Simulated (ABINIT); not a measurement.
Write the native input for ABINIT 10.8.3 (patched build) that does the following.

```yaml
Task: equation of state
Functional: LDA
Potentials_or_basis: JTH PAW LDA v2.0
Cutoff: 626 eV
k_mesh: 7 × 7 × 7
Occupations: fermi-dirac, width 0.05 eV
Spin: no spin polarisation
Fine-grid_cutoff: 1224.51 eV
```

The system is TePb.

```
Pb Te
1.0
     4.00229    0.00000    0.00000
     0.00000    4.00229    0.00000
     0.00000    0.00000    4.00229
Pb Te
1 1
Direct
  0.00000 0.00000 0.00000
  0.50000 0.50000 0.50000
```

Measurements of this composition are mostly on another form, of space group No. 225.

The input as run:

run.abi

```
# Datasets: one volume each
ndtset 7
getwfk -1
scalecart1 3*0.9795861087
scalecart2 3*0.9864848297
scalecart3 3*0.9932883884
scalecart4 3*1.0000000000
scalecart5 3*1.0066227096
scalecart6 3*1.0131594038
scalecart7 3*1.0196128224

# Pseudopotentials
pp_dirpath "./"
pseudos "Pb.LDA_PW-JTH.xml, Te.LDA_PW-JTH.xml"

# Structure
acell 3*1.0
rprim
     7.5632263022     0.0000000000     0.0000000000
     0.0000000000     7.5632263022     0.0000000000
     0.0000000000     0.0000000000     7.5632263022
ntypat 2
znucl 82 52
natom 2
typat 1 2
xred
     0.0000000000     0.0000000000     0.0000000000
     0.5000000000     0.5000000000     0.5000000000

# Plane-wave basis
ecut 23.0
pawecutdg 45.0

# k points
kptopt 1
ngkpt 7 7 7
nshiftk 1
shiftk 0.0 0.0 0.0

# Exchange and correlation
ixc 7

# Bands and occupations
nband 14
occopt 3
tsmear 0.05 eV

# SCF cycle
nstep 100
tolvrs 1.0e-9

# Output
iomode 3
prtwf 1
prtden 0
prteig 0
prtebands 0
```

Potentials or basis: JTH PAW LDA v2.0.

The run is started by

```sh
$ abinit run.abi > log 2>&1
```

It gave:

The equilibrium volume is 29.10 Å³/atom (rough: see the caveat) and the bulk modulus is 50 GPa (rough).

Caveat: pressures at fixed basis lie under the slope of the energies; the minimum lies outside the volumes run.

Wall time 86 s on 1 thread of Arm Neoverse V2 (shared host), peak memory 0.14 GiB.
